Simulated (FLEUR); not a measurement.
# TiO2 (P4_2/mnm) in FLEUR: band structure with PBEsol

Aim: the band structure of TiO2 with PBEsol.

Program: FLEUR MaX-R8.1 (later development tree). These are calculated values, not measurements. Logs are shortened: lines on timing, memory, paths and dates and some standing lists are left out, and cuts for length are marked.

**The experiment to reproduce.**

From “Shallow Valence Band of Rutile GeO2 and P-type Doping”, 2020, arxiv:2011.08928, for a bulk crystal of TiO2 at 1.6 K: band gap 3.03 eV (direct).

The runs below are set against these values where they give the same quantity.

### Step 1. The crystal as given

Symmetry: P4_2/mnm, No. 136, tetragonal system. The conventional cell has a = 4.600 Å, b = 4.600 Å, c = 2.959 Å, α = 90.00°, β = 90.00°, γ = 90.00°. Ti (site symmetry mmm) is surrounded by 6 O at 1.95 to 1.98 Å. O (site symmetry m2m) has 3 Ti at 1.95 to 1.98 Å as nearest neighbours.

The cell is a database's computed one.

### Step 2. Band structure, PBEsol

inp.xml

```xml
<?xml version="1.0" encoding="UTF-8" standalone="no"?>
<fleurInput fleurInputVersion="0.39">
   <comment>
      TiO2                                                                                                
   </comment>
   <calculationSetup>
      <cutoffs Kmax="5.05" Gmax="15.7" GmaxXC="15.7" numbands="0"/>
      <scfLoop itmax="60" minDistance="0.00001" maxIterBroyd="15" imix="Anderson" alpha="0.05" precondParam="0.0" spinf="2.0" sdNocoIR="T"/>
      <coreElectrons ctail="T" frcor="F" kcrel="0" coretail_lmax="0"/>
      <xcFunctional name="PBEs" relativisticCorrections="F"/>
      <magnetism jspins="1"/>
      <soc l_soc="F" theta="0.0" phi="0.0" spav="F"/>
      <expertModes spex="0" secvar="F"/>
      <geometryOptimization l_f="F" forcealpha="1.0" forcemix="BFGS" epsdisp="0.00001" epsforce="0.00001"/>
      <ldaU l_linMix="F" mixParam="0.05" spinf="1.0"/>
   </calculationSetup>
   <cell>
      <bzIntegration valenceElectrons="48.0" mode="hist" fermiSmearingEnergy="0.00183747">
         <kPointListSelection listName="default-1"/>
         <!-- k-points included here -->
         <xi:include xmlns:xi="http://www.w3.org/2001/XInclude" href="kpts.xml"> </xi:include>
      </bzIntegration>
      <!-- symmetry operations included here -->
      <xi:include xmlns:xi="http://www.w3.org/2001/XInclude" href="sym.xml"> </xi:include>
[... 37 lines left out ...]
         <lo type="SCLO" l="2" n="3" eDeriv="2"/>
      </species>
   </atomSpecies>
   <atomGroups>
      <atomGroup species="Titanium (Ti)">
         <relPos label="                   1">.0000000000 .0000000000 1.000/2.000</relPos>
         <relPos label="                   2">1.000/2.000 1.000/2.000 .0000000000</relPos>
         <force calculate="T" relaxXYZ="TTT"/>
      </atomGroup>
      <atomGroup species="Oxygen (O)">
         <relPos label="                   3">.3043213200 .3043213200 1.000/2.000</relPos>
         <relPos label="                   4">.1956786800 -.1956786800 .0000000000</relPos>
         <relPos label="                   5">-.1956786800 .1956786800 .0000000000</relPos>
         <relPos label="                   6">-.3043213200 -.3043213200 1.000/2.000</relPos>
         <force calculate="T" relaxXYZ="TTT"/>
      </atomGroup>
   </atomGroups>
   <output dos="F" band="F" slice="F">
      <checks vchk="F" cdinf="F"/>
      <bandDOS minEnergy="-.5*Htr" maxEnergy="0.5*Htr" sigma="0.015" storeEVData="T"/>
      <vacuumDOS vacdos="F" integ="F" star="F" nstars="0" locx1="0.0" locy1="0.0" locx2="0.0" locy2="0.0" nstm="0" tworkf="0.0"/>
      <unfoldingBand unfoldBand="F" supercellX="1" supercellY="1" supercellZ="1"/>
      <plotting iplot="0" polar="F">
         <plot TwoD="T" vec1="  1.0  0.0  0.0" vec2="  0.0  1.0  0.0" vec3="  0.0  0.0  1.0" zero="  0.0  0.0  0.0" file="plot"/>
      </plotting>
      <chargeDensitySlicing numkpt="0" minEigenval="0.0" maxEigenval="0.0" nnne="0" pallst="F"/>
      <specialOutput eonly="F"/>
      <moessbauerParams electricFieldGradient="T" isomerShift="T" coreHyperfine="T" valenceHyperfine="T"/>
      <magneticCircularDichroism mcd="F" energyLo="-10.0" energyUp="0.0"/>
   </output>
  <!-- We include the file relax.xml here to enable relaxations (see documentation) -->
  <xi:include xmlns:xi="http://www.w3.org/2001/XInclude" href="relax.xml"> <xi:fallback/> </xi:include>
</fleurInput>
```

crystal.txt

```
TiO2
&input cartesian=F /
4.5998373239  0.0000000000  0.0000000000
0.0000000000  4.5998373239  0.0000000000
0.0000000000  0.0000000000  2.9592135600
1.8897261246
1.0 1.0 1.0

6
22 0.0000000000  0.0000000000  0.5000000000
22 0.5000000000  0.5000000000  0.0000000000
8 0.3043213200  0.3043213200  0.5000000000
8 0.1956786800  0.8043213200  0.0000000000
8 0.8043213200  0.1956786800  0.0000000000
8 0.6956786800  0.6956786800  0.5000000000

&kpt div1=6 div2=6 div3=9 gamma=T /
```

inp.xml (bands)

```
<?xml version="1.0" encoding="UTF-8" standalone="no"?>
<fleurInput fleurInputVersion="0.39">
   <comment>
      TiO2                                                                                                
   </comment>
   <calculationSetup>
      <cutoffs Kmax="5.05" Gmax="15.7" GmaxXC="15.7" numbands="0"/>
      <scfLoop itmax="60" minDistance="0.00001" maxIterBroyd="15" imix="Anderson" alpha="0.05" precondParam="0.0" spinf="2.0" sdNocoIR="T"/>
      <coreElectrons ctail="T" frcor="F" kcrel="0" coretail_lmax="0"/>
      <xcFunctional name="PBEs" relativisticCorrections="F"/>
      <magnetism jspins="1"/>
      <soc l_soc="F" theta="0.0" phi="0.0" spav="F"/>
      <expertModes spex="0" secvar="F"/>
      <geometryOptimization l_f="F" forcealpha="1.0" forcemix="BFGS" epsdisp="0.00001" epsforce="0.00001"/>
      <ldaU l_linMix="F" mixParam="0.05" spinf="1.0"/>
   </calculationSetup>
   <cell>
      <bzIntegration valenceElectrons="48.0" mode="hist" fermiSmearingEnergy="0.00183747">
         <kPointListSelection listName="path-1"/>
         <!-- k-points included here -->
         <xi:include xmlns:xi="http://www.w3.org/2001/XInclude" href="kpts.xml"> </xi:include>
      </bzIntegration>
      <!-- symmetry operations included here -->
      <xi:include xmlns:xi="http://www.w3.org/2001/XInclude" href="sym.xml"> </xi:include>
      <bulkLattice scale="1.0">
[... 36 lines left out ...]
         <lo type="SCLO" l="2" n="3" eDeriv="2"/>
      </species>
   </atomSpecies>
   <atomGroups>
      <atomGroup species="Titanium (Ti)">
         <relPos label="                   1">.0000000000 .0000000000 1.000/2.000</relPos>
         <relPos label="                   2">1.000/2.000 1.000/2.000 .0000000000</relPos>
         <force calculate="T" relaxXYZ="TTT"/>
      </atomGroup>
      <atomGroup species="Oxygen (O)">
         <relPos label="                   3">.3043213200 .3043213200 1.000/2.000</relPos>
         <relPos label="                   4">.1956786800 -.1956786800 .0000000000</relPos>
         <relPos label="                   5">-.1956786800 .1956786800 .0000000000</relPos>
         <relPos label="                   6">-.3043213200 -.3043213200 1.000/2.000</relPos>
         <force calculate="T" relaxXYZ="TTT"/>
      </atomGroup>
   </atomGroups>
   <output dos="F" band="T" slice="F">
      <checks vchk="F" cdinf="F"/>
      <bandDOS minEnergy="-.5*Htr" maxEnergy="0.5*Htr" sigma="0.015" storeEVData="T"/>
      <vacuumDOS vacdos="F" integ="F" star="F" nstars="0" locx1="0.0" locy1="0.0" locx2="0.0" locy2="0.0" nstm="0" tworkf="0.0"/>
      <unfoldingBand unfoldBand="F" supercellX="1" supercellY="1" supercellZ="1"/>
      <plotting iplot="0" polar="F">
         <plot TwoD="T" vec1="  1.0  0.0  0.0" vec2="  0.0  1.0  0.0" vec3="  0.0  0.0  1.0" zero="  0.0  0.0  0.0" file="plot"/>
      </plotting>
      <chargeDensitySlicing numkpt="0" minEigenval="0.0" maxEigenval="0.0" nnne="0" pallst="F"/>
      <specialOutput eonly="F"/>
      <moessbauerParams electricFieldGradient="T" isomerShift="T" coreHyperfine="T" valenceHyperfine="T"/>
      <magneticCircularDichroism mcd="F" energyLo="-10.0" energyUp="0.0"/>
   </output>
  <!-- We include the file relax.xml here to enable relaxations (see documentation) -->
  <xi:include xmlns:xi="http://www.w3.org/2001/XInclude" href="relax.xml"> <xi:fallback/> </xi:include>
</fleurInput>
```

Potentials or basis: all-electron, FLAPW.

Run with:

```bash
$ inpgen -f crystal.txt -profile fastHighL
$ # inp.xml edited to the form shown
$ mpirun -n 4 fleur_MPI -pe_per_kpt 1
$ mpirun -n 4 fleur_MPI -pe_per_kpt 1   # second run, on inp.xml (bands)
```

Output:

```text
Welcome to FLEUR        (www.flapw.de)
      MaX-Release 8.1          (www.max-centre.eu)

 ========== k-point set info ==========
 Selected k-point list: default-1
 k-point list type: mesh
 6 x 6 x 9
 Number of k points: 50

 ------------Calculation Setup---------------------------
 Number of MPI-tasks      :            4
 Number of PE/node        :            4
 Number of OMP-threads    :            1
 Using exactly            1  PE per kpt
 Using exactly            1  PE per kpt
 Using exactly            1  PE per kpt
 Using exactly            1  PE per kpt
 k-points in parallel     :            4
 pe's per k-point         :            1
 No of k-point loops      :           12
 Info/Warning             : your k-point parallelism is not fully load-balanced
 Eigenvalue solver        :       lapack
 Number of basis functions:         1142
 Approximate size of matrices (H+S) per k-point:         0.019 GB
 --------------------------------------------------------
 Iteration:     1   Distance:      35.57257047 me/bohr^3
 Iteration:     2   Distance:      29.71746128 me/bohr^3
 Iteration:     3   Distance:      10.91749942 me/bohr^3
 Iteration:     4   Distance:      11.66954011 me/bohr^3
 Iteration:     5   Distance:       3.61198833 me/bohr^3
 Iteration:     6   Distance:       1.29919013 me/bohr^3
 Iteration:     7   Distance:       0.90921234 me/bohr^3
 Iteration:     8   Distance:       0.67928645 me/bohr^3
 Iteration:     9   Distance:       0.10135156 me/bohr^3
 Iteration:    10   Distance:       0.17454746 me/bohr^3
 Iteration:    11   Distance:       0.04299454 me/bohr^3
 Iteration:    12   Distance:       0.01672148 me/bohr^3
 Iteration:    13   Distance:       0.00269132 me/bohr^3
 Iteration:    14   Distance:       0.00009188 me/bohr^3
 Iteration:    15   Distance:       0.00027118 me/bohr^3
 Iteration:    16   Distance:       0.00020401 me/bohr^3
 Iteration:    17   Distance:       0.00006931 me/bohr^3
 Iteration:    18   Distance:       0.00001362 me/bohr^3
 Iteration:    19   Distance:       0.00000317 me/bohr^3

 ********************************************************************
 Run finished successfully
 Stop message:
   all done
 ********************************************************************
```

Wall time 2.3 min (4 MPI ranks of Arm Neoverse V1, shared host).

Results:

- Free energy: -54591.1890 eV
- Band gap on the k mesh: 1.82 eV, direct
- Band gap along the path: 1.82 eV, direct
- Valence electrons inside the program's atomic spheres: Ti 9.26; O 4.80 (radii Ti 1.94, O 1.48 bohr)

Levels at the corners of the path, in eV from the valence-band top:
```tsv
point	band 21	band 22	band 23	band 24	band 25	band 26	band 27	band 28
Γ	-0.71	-0.46	-0.46	0.00	1.82	2.10	2.37	2.47
X	-1.66	-1.66	-0.76	-0.76	2.49	2.49	3.00	3.00
M	-1.32	-1.32	-1.09	-1.09	1.86	1.86	2.49	2.49
Γ	-0.71	-0.46	-0.46	0.00	1.82	2.10	2.37	2.47
Z	-2.42	-2.42	-1.44	-1.44	2.96	2.96	3.15	3.15
R	-2.07	-2.07	-1.05	-1.05	1.86	1.86	3.18	3.18
A	-1.31	-1.31	-0.68	-0.68	2.57	2.57	3.17	3.17
Z	-2.42	-2.42	-1.44	-1.44	2.96	2.96	3.15	3.15
X	-1.66	-1.66	-0.76	-0.76	2.49	2.49	3.00	3.00
R	-2.07	-2.07	-1.05	-1.05	1.86	1.86	3.18	3.18
M	-1.32	-1.32	-1.09	-1.09	1.86	1.86	2.49	2.49
A	-1.31	-1.31	-0.68	-0.68	2.57	2.57	3.17	3.17
```

Core levels (eV from the Fermi level):
```
atom                                                   levels
1 Ti  1s1/2 -4856.2, 2s1/2 -530.9, 2p1/2 -442.4, 2p3/2 -436.6
2 Ti  1s1/2 -4856.2, 2s1/2 -530.9, 2p1/2 -442.4, 2p3/2 -436.6
 3 O                                             1s1/2 -502.6
 4 O                                             1s1/2 -502.6
 5 O                                             1s1/2 -502.6
 6 O                                             1s1/2 -502.6
```

### Step 3. Against experiment

Step 2. A measured gap of TiO2 is 3.03 eV (direct; 1.6 K; quoted in “Shallow Valence Band of Rutile GeO2 and P-type Doping”, 2020, arxiv:2011.08928); the calculated 1.82 eV misses it by -1.21 eV. 2 values of this kind are on record in papers (3.03 to 3.05 eV); this one was drawn at random among those near their median. The value is that of PBEsol, without temperature or zero-point motion. Semilocal functionals fall short of measured gaps as a rule. The cell is a database's relaxed one, not the measured one, which moves gaps too.
